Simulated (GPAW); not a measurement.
# GaN (F-43m) in GPAW: further runs, part 2 of 2

GPAW 26.7.0. The steps go on from the part before.

## 3. RPA correlation energy, PBE

The input, run.py:

```python
import numpy as np
from ase.spacegroup import crystal
from ase.units import Bohr, Ha
from gpaw import GPAW, PW
from gpaw.hybrids.energy import non_self_consistent_energy
from gpaw.xc.rpa import RPACorrelation

# Ga 4a
# N 4d
atoms = crystal(['Ga', 'N'],
                basis=[[0.0, 0.0, 0.0],
                       [0.25, 0.25, 0.75]],
                spacegroup=216, setting=1,  # F-43m
                cellpar=[4.50700122, 4.50700122, 4.50700122, 90.0, 90.0, 90.0],
                primitive_cell=True)

for x in [0.94, 0.97, 1.0, 1.03, 1.06]:
    ecuts = np.array([64.0, 80.0, 100]) * x**(-2 / 3)  # the same plane waves at each volume
    a = atoms.copy()
    a.set_cell(atoms.cell * x**(1 / 3), scale_atoms=True)
    calc = GPAW(mode=PW(650),
                xc='PBE',
                kpts={'size': (6, 6, 6), 'gamma': True},
                occupations={'name': 'fermi-dirac', 'width': 0.05},
                nbands=11,
                convergence={'density': 1e-06},
                maxiter=60,
                txt=f'gs-{x:.2f}.txt')
    a.calc = calc
    dft = a.get_potential_energy(force_consistent=True)
    calc.write(f'gs-{x:.2f}.gpw')
    exx = non_self_consistent_energy(calc, 'EXX').sum()
    calc.diagonalize_full_hamiltonian(nbands=int(a.get_volume() / Bohr**3 * (ecuts[-1] / Ha)**1.5 * 2**0.5 / 3 / np.pi**2) + 30)
    calc.write(f'full-{x:.2f}.gpw', mode='all')
    ec = RPACorrelation(f'full-{x:.2f}.gpw', ecut=ecuts, nfrequencies=6, skip_gamma=False, txt=f'rpa-{x:.2f}.txt').calculate()
    slope, ec_inf = np.polyfit(ecuts**-1.5, ec, 1)
    print(f'V = {a.get_volume():.4f} A^3: DFT {dft:.5f}, EXX {exx:.5f}, correlation', *ec.round(5), f'extrapolated {ec_inf:.5f}, total {exx + ec_inf:.5f} eV', flush=True)
```

Potentials or basis: GPAW PAW data sets (gpaw-data 1.2.1), pw.

Command:

```sh
OMP_NUM_THREADS=1 python run.py
```

Log:

```text
__  _  _
 | _ |_)|_||  |
 |__||  | ||/\| - 26.7.0

Input parameters:
  mode=PW(ecut=650.0),
  convergence={'density': 1e-06},
  kpts=MonkhorstPack(size=(6, 6, 6), gamma=True),
  maxiter=60,
  nbands=11,
  occupations=Occupations(name='fermi-dirac', width=0.05),
  xc=XC(name='PBE')

Diagonalizing LCAO Hamiltonian
Converting LCAO to pw mode

                 N

       Ga

Atoms  # Å, Bohr magnetons
|   | symbol |        x |        y |        z |    initial magnetic moments |
|---|--------|----------|----------|----------|-----------------------------|
| 0 |     Ga | 0.000000 | 0.000000 | 0.000000 | ( 0.0000,  0.0000,  0.0000) |
| 1 |      N | 3.311247 | 3.311247 | 3.311247 | ( 0.0000,  0.0000,  0.0000) |

Unit cell  # Å
| periodic |        x |        y |        z |  lengths |    angles |
|----------|----------|----------|----------|----------|-----------|
|      yes | 0.000000 | 2.207498 | 2.207498 | 3.121873 | 60.000000 |
|      yes | 2.207498 | 0.000000 | 2.207498 | 3.121873 | 60.000000 |
|      yes | 2.207498 | 2.207498 | 0.000000 | 3.121873 | 60.000000 |

Number of symmetries: 24
Symmetry operations  # r_c * U_cc + t_c -> r_c
|    | kind |            matrix            |
|----|------|------------------------------|
|  0 |  E   |  1, 0, 0,  0, 1, 0,  0, 0, 1 |
|  1 |  σ   |  1, 0, 0,  0, 0, 1,  0, 1, 0 |
|  2 |  σ   |  1, 0,-1,  0, 1,-1,  0, 0,-1 |
|  3 |  C3  |  1, 0,-1,  0, 0,-1,  0, 1,-1 |
|  4 |  C3  |  1,-1, 0,  0,-1, 1,  0,-1, 0 |
|  5 |  σ   |  1,-1, 0,  0,-1, 0,  0,-1, 1 |
|  6 |  σ   |  0, 1, 0,  1, 0, 0,  0, 0, 1 |
|  7 |  C3  |  0, 1, 0,  0, 0, 1,  1, 0, 0 |
[... 127 lines left out ...]
  Fermi-Dirac:
    width: 0.0500  # eV

poisson solver:
  ecut: 5200.0  # eV

xc functional:
  name: PBE with 2 nearest neighbor stencil

convergence criteria:
- Maximum integral of absolute [dens]ity change: 1e-06 electrons / valence electron
- Maximum [total energy] change in last 3 cyles: 0.0005 eV / valence electron
- Maximum integral of absolute [eigenst]ate change: 4e-08 eV^2 / valence electron
maximum number of iterations: 60

SCF iterations
|iter     | |      energy | eigst |  dens |
|---------|-|-------------|-------|-------|
|iter:   1| |  -13.710269 | -0.25 |       |
|iter:   2| |  -13.211706 | -2.02 | -0.56 |
|iter:   3| |  -11.817551 | -0.65 | -0.62 |
|iter:   4| |  -11.816104 | -3.14 | -1.30 |
|iter:   5| |  -11.817186c| -3.41 | -1.58 |
|iter:   6| |  -11.817208c| -5.64 | -2.84 |
|iter:   7| |  -11.817219c| -6.32 | -3.18 |
|iter:   8| |  -11.817219c| -8.26c| -4.28 |
|iter:   9| |  -11.817219c| -8.21c| -4.89 |
|iter:  10| |  -11.817219c| -9.24c| -5.73 |
|iter:  11| |  -11.817219c|-10.29c| -6.43c|

Converged in 11 steps
Energy contributions relative to reference atoms: (reference = -54366.393033)

Energy contributions:
  Kinetic:          44.771750
  Coulomb:         -38.714919
  Zero:              0.094226
  External:          0.000000
  Xc:              -17.968276
  Entropy:          -0.000000
  Spinorbit:         0.000000
  ----------------------------
  Free energy:     -11.817219
  Extrapolated:    -11.817219

dipole moment: (-9.878690, -9.878690, -9.878690)  # |e|*Ang

Fermi level: 8.150
Eigenvalues  # (at kpt = [0.000, 0.000, 0.000])
| band index |      eig [eV] | occ [0-2] |
|------------|---------------|-----------|
|          0 |        -9.243 |     2.000 |
|          1 |         7.158 |     2.000 |
|          2 |         7.158 |     2.000 |
|          3 |         7.158 |     2.000 |
|          4 |         9.404 |     0.000 |
|          5 |        17.983 |     0.000 |
|          6 |        17.983 |     0.000 |
|          7 |        17.983 |     0.000 |
|          8 |        25.701 |     0.000 |
|          9 |        26.026 |     0.000 |
|         10 |        26.038 |     0.000 |

Gap: 2.246 eV
Transition (v -> c):
  (s=0, k=0, n=3, [0.00, 0.00, 0.00]) -> (s=0, k=0, n=4, [0.00, 0.00, 0.00])
No difference between direct/indirect transitions
# Writing to gs-0.94.gpw (mode='')

Matrix size: 869x869
# Writing to full-0.94.gpw (mode='all')
```

stdout:

```text
IBZ(<points: 16, symmetries: 24>)
Occupied bands: 4
DFT energy: -11.817219279994896 eV
minus DFT-XC energy: 17.96827586415273 eV
Core-core contribution:          -2103.988
Valence-core contribution:         -17.782
Valence-valence contribution:      -82.442
V = 21.5145 A^3: DFT -11.81722, EXX 33.99553, correlation -6.96357 -8.20267 -9.32344 extrapolated -11.73114, total 22.26439 eV
IBZ(<points: 16, symmetries: 24>)
Occupied bands: 4
DFT energy: -11.926922262345053 eV
minus DFT-XC energy: 17.100160131310616 eV
Core-core contribution:          -2103.988
Valence-core contribution:         -17.351
Valence-valence contribution:      -81.945
V = 22.2011 A^3: DFT -11.92692, EXX 33.94605, correlation -6.95259 -8.19161 -9.3133 extrapolated -11.72159, total 22.22446 eV
IBZ(<points: 16, symmetries: 24>)
[... 8 lines left out ...]
Occupied bands: 4
DFT energy: -12.040512499691706 eV
minus DFT-XC energy: 15.529674795151312 eV
Core-core contribution:          -2103.988
Valence-core contribution:         -16.603
Valence-valence contribution:      -81.001
V = 23.5744 A^3: DFT -12.04051, EXX 33.95444, correlation -6.93923 -8.17711 -9.29943 extrapolated -11.70675, total 22.24769 eV
IBZ(<points: 16, symmetries: 24>)
Occupied bands: 4
DFT energy: -12.055551419143361 eV
minus DFT-XC energy: 14.818527529502921 eV
Core-core contribution:          -2103.988
Valence-core contribution:         -16.278
Valence-valence contribution:      -80.552
V = 24.2610 A^3: DFT -12.05555, EXX 34.00147, correlation -6.93704 -8.17378 -9.29606 extrapolated -11.70193, total 22.29953 eV
```

rpa-0.94.txt:

```text
Non-self-consistent RPA correlation energy

Atoms                          : GaN
Ground state XC functional     : PBE
Valence electrons              : 8
Number of bands                : 81
Number of spins                : 1
Number of k-points             : 216
Number of irreducible k-points : 16
Number of irreducible q-points : 16

    q: [0.0000 0.0000 0.0000] - weight: 0.005
    q: [0.1667 0.1667 0.0000] - weight: 0.028
    q: [0.1667 0.1667 0.1667] - weight: 0.037
[... 163 lines left out ...]
q = [0.500 0.500 0.500]
E_cut = 66 eV / Bands = 22:
E_c(q) = -6.068 eV
E_cut = 83 eV / Bands = 40:
E_c(q) = -8.300 eV
E_cut = 104 eV / Bands = 52:
E_c(q) = -9.122 eV

==========================================================

Total correlation energy:
    67:   -6.9636 eV
    83:   -8.2027 eV
   104:   -9.3234 eV

Extrapolated energies:
    67 -  83:  -11.320 eV
    83 - 104:  -12.143 eV
```

Wall time 7.6 min (1 thread of Arm Neoverse V2, shared host); peak memory 0.38 GiB.

These settings aren't checked as converged: the numbers below hold their error.

What came out:

| Property | Result |
| --- | --- |
| Equilibrium volume | 11.31 Å³/atom |
| Bulk modulus | 250 GPa |
| Pressure derivative of the bulk modulus | 5.1 (rough: it moves with the points fitted) |

Caveat: the k mesh is coarse (spacing up to 0.40 Å⁻¹), so the values aren't converged; the data sets keep Ga 3d, Li 1s and Be 1s frozen, and some such compounds lay over 1.5 % in volume off other programs; the long-wavelength limit can be off by a per cent or two; the response cutoff is short for absolute correlation energies.

## 4. RPA correlation energy, PBE

run.py: that of step 3 with these lines changed.

```diff
@@ -16,4 +16,4 @@
 
-for x in [0.94, 0.97, 1.0, 1.03, 1.06]:
-    ecuts = np.array([64.0, 80.0, 100]) * x**(-2 / 3)  # the same plane waves at each volume
+for x in [1.0]:
+    ecuts = np.array([160.0, 200.0, 250])
     a = atoms.copy()
@@ -22,7 +22,7 @@
                 xc='PBE',
-                kpts={'size': (6, 6, 6), 'gamma': True},
-                occupations={'name': 'fermi-dirac', 'width': 0.05},
+                kpts={'size': (5, 5, 5), 'gamma': True},
+                occupations={'name': 'fermi-dirac', 'width': 0.001},
                 nbands=11,
                 convergence={'density': 1e-06},
-                maxiter=60,
+                maxiter=150,
                 txt=f'gs-{x:.2f}.txt')
@@ -34,3 +34,3 @@
     calc.write(f'full-{x:.2f}.gpw', mode='all')
-    ec = RPACorrelation(f'full-{x:.2f}.gpw', ecut=ecuts, nfrequencies=6, skip_gamma=False, txt=f'rpa-{x:.2f}.txt').calculate()
+    ec = RPACorrelation(f'full-{x:.2f}.gpw', ecut=ecuts, nfrequencies=12, skip_gamma=False, txt=f'rpa-{x:.2f}.txt').calculate()
     slope, ec_inf = np.polyfit(ecuts**-1.5, ec, 1)
```

Potentials or basis: GPAW PAW data sets (gpaw-data 1.2.1), pw.

Command:

```sh
OMP_NUM_THREADS=1 python run.py
```

Log:

```text
Using integrator: PointIntegrator
FrequencyDescriptor(from 0.000+0.003j to 0.000+800.000j eV, 12 points)
Nonperiodic BCs:  [False False False]
Using integrator: PointIntegrator
FrequencyDescriptor(from 0.000+0.003j to 0.000+800.000j eV, 12 points)
Nonperiodic BCs:  [False False False]
Integrating chi0 body.

Symmetries of q_c:
    Direct symmetries (Uq -> q): 24
    Indirect symmetries (TUq -> q): 24
In total 48 allowed symmetries.

  ( 1  0  0)  ( 1  0  0)  ( 1  0 -1)  ( 1  0 -1)  ( 1 -1  0)  ( 1 -1  0)
  ( 0  1  0)  ( 0  0  1)  ( 0  1 -1)  ( 0  0 -1)  ( 0 -1  1)  ( 0 -1  0)
  ( 0  0  1)  ( 0  1  0)  ( 0  0 -1)  ( 0  1 -1)  ( 0 -1  0)  ( 0 -1  1)

  ( 0  1  0)  ( 0  1  0)  ( 0  1 -1)  ( 0  1 -1)  ( 0  0  1)  ( 0  0  1)
  ( 1  0  0)  ( 0  0  1)  ( 1  0 -1)  ( 0  0 -1)  ( 1  0  0)  ( 0  1  0)
  ( 0  0  1)  ( 1  0  0)  ( 0  0 -1)  ( 1  0 -1)  ( 0  1  0)  ( 1  0  0)

  ( 0  0 -1)  ( 0  0 -1)  ( 0 -1  1)  ( 0 -1  1)  ( 0 -1  0)  ( 0 -1  0)
  ( 1  0 -1)  ( 0  1 -1)  ( 1 -1  0)  ( 0 -1  0)  ( 1 -1  0)  ( 0 -1  1)
  ( 0  1 -1)  ( 1  0 -1)  ( 0 -1  0)  ( 1 -1  0)  ( 0 -1  1)  ( 1 -1  0)

  (-1  1  0)  (-1  1  0)  (-1  0  1)  (-1  0  1)  (-1  0  0)  (-1  0  0)
  (-1  0  1)  (-1  0  0)  (-1  1  0)  (-1  0  0)  (-1  1  0)  (-1  0  1)
  (-1  0  0)  (-1  0  1)  (-1  0  0)  (-1  1  0)  (-1  0  1)  (-1  1  0)

  (-1  0  0)  (-1  0  0)  (-1  0  1)  (-1  0  1)  (-1  1  0)  (-1  1  0)
  ( 0 -1  0)  ( 0  0 -1)  ( 0 -1  1)  ( 0  0  1)  ( 0  1 -1)  ( 0  1  0)
  ( 0  0 -1)  ( 0 -1  0)  ( 0  0  1)  ( 0 -1  1)  ( 0  1  0)  ( 0  1 -1)

  ( 0 -1  0)  ( 0 -1  0)  ( 0 -1  1)  ( 0 -1  1)  ( 0  0 -1)  ( 0  0 -1)
  (-1  0  0)  ( 0  0 -1)  (-1  0  1)  ( 0  0  1)  (-1  0  0)  ( 0 -1  0)
  ( 0  0 -1)  (-1  0  0)  ( 0  0  1)  (-1  0  1)  ( 0 -1  0)  (-1  0  0)

  ( 0  0  1)  ( 0  0  1)  ( 0  1 -1)  ( 0  1 -1)  ( 0  1  0)  ( 0  1  0)
  (-1  0  1)  ( 0 -1  1)  (-1  1  0)  ( 0  1  0)  (-1  1  0)  ( 0  1 -1)
  ( 0 -1  1)  (-1  0  1)  ( 0  1  0)  (-1  1  0)  ( 0  1 -1)  (-1  1  0)

  ( 1 -1  0)  ( 1 -1  0)  ( 1  0 -1)  ( 1  0 -1)  ( 1  0  0)  ( 1  0  0)
  ( 1  0 -1)  ( 1  0  0)  ( 1 -1  0)  ( 1  0  0)  ( 1 -1  0)  ( 1  0 -1)
  ( 1  0  0)  ( 1  0 -1)  ( 1  0  0)  ( 1 -1  0)  ( 1  0 -1)  ( 1 -1  0)

10 groups of equivalent kpoints. 92.0% reduction.

Integral kind: hermitian response function
Integrating chi0 head and wings.

Symmetries of q_c:
    Direct symmetries (Uq -> q): 24
    Indirect symmetries (TUq -> q): 24
In total 48 allowed symmetries.
[... 575 lines left out ...]
35 groups of equivalent kpoints. 72.0% reduction.

Integral kind: hermitian response function
Integrating chi0 body.

Symmetries of q_c:
    Direct symmetries (Uq -> q): 6
    Indirect symmetries (TUq -> q): 0
In total 6 allowed symmetries.

  ( 1  0  0)  ( 1  0  0)  ( 0  1  0)  ( 0  1  0)  ( 0  0  1)  ( 0  0  1)
  ( 0  1  0)  ( 0  0  1)  ( 1  0  0)  ( 0  0  1)  ( 1  0  0)  ( 0  1  0)
  ( 0  0  1)  ( 0  1  0)  ( 0  0  1)  ( 1  0  0)  ( 0  1  0)  ( 1  0  0)

35 groups of equivalent kpoints. 72.0% reduction.

Integral kind: hermitian response function
Integrating chi0 body.

Symmetries of q_c:
    Direct symmetries (Uq -> q): 6
    Indirect symmetries (TUq -> q): 0
In total 6 allowed symmetries.

  ( 1  0  0)  ( 1  0  0)  ( 0  1  0)  ( 0  1  0)  ( 0  0  1)  ( 0  0  1)
  ( 0  1  0)  ( 0  0  1)  ( 1  0  0)  ( 0  0  1)  ( 1  0  0)  ( 0  1  0)
  ( 0  0  1)  ( 0  1  0)  ( 0  0  1)  ( 1  0  0)  ( 0  1  0)  ( 1  0  0)

35 groups of equivalent kpoints. 72.0% reduction.

Integral kind: hermitian response function
```

It took 1.7 min on 1 thread of Arm Neoverse V2, shared host; peak memory 0.28 GiB.

Results:

```
Free energy                              : -11.9866 eV
Band gap on the k mesh, mean-field level : 1.82 eV, direct
RPA total energy per cell                : 20.648 eV
```

Caveat: the k mesh is coarse (spacing up to 0.48 Å⁻¹), so the values aren't converged; the long-wavelength limit can be off by a per cent or two; the response cutoff is short for absolute correlation energies; an odd mesh through Γ misses points on the zone boundary, where band edges often lie.

## 5. How close it comes

Step 2. Against the measured gap of GaN, 3.299 eV (direct; 0 K; a printed reference work, textbook), the calculated 1.72 eV is off by -1.58 eV. Spin-orbit coupling on Ga is left out. The value is that of LDA on a finite k mesh, which can miss the band edges, without temperature or zero-point motion. Semilocal functionals fall short of measured gaps as a rule. The cell is a database's relaxed one, not the measured one, which moves gaps too.
